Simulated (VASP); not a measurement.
Runs of VASP 6.6.1 on HfSiO4 (Hafnon). Symmetry: I4_1/amd, No. 141, tetragonal system. The conventional cell has a = 6.572 Å, b = 6.572 Å, c = 5.963 Å, α = 90.00°, β = 90.00°, γ = 90.00°. Around Hf (site symmetry -4m2) lie 8 O at 2.11 to 2.26 Å. Around Si (site symmetry -4m2) lie 4 O at 1.62 Å. Around O (site symmetry m) lie 1 Si at 1.62 Å. 

```csv
level,potentials or basis,gap on the mesh (eV),pressure (GPa),relaxed volume (Å³/atom),largest force (eV/Å)
LDA,"VASP PAW LDA potentials, release 64 (Hf_pv, Si, O)",5.42,0.1,(b),0.01
PBE+D3(BJ),"VASP PAW PBE potentials, release 64 (Hf_pv, Si, O)",5.42,0.0,10.80,0.01
PBE,"VASP PAW PBE potentials, release 64 (Hf_pv, Si, O)",5.34,0.0,10.96,-
PBEsol,"VASP PAW PBE potentials, release 64 (Hf_pv, Si, O)",5.40,0.1,(a),-
```

Alike in all rows: task relaxation of cell and atoms; no spin polarisation; cell relaxed; k mesh 6 × 6 × 6; cutoff (eV) 600; smearing gaussian 0.03 eV.

Q: Estimate the missing entries.

A: (a) 10.68; (b) 10.43.

Caveats: spin-orbit coupling is left out, which moves the levels of the heavy elements; the PAW data sets were made with another functional, which shifts forces and pressure a little (some runs).

A k mesh can miss the band edges, and the runs leave out spin-orbit coupling on Hf.

Not every run made on this cell is shown here.
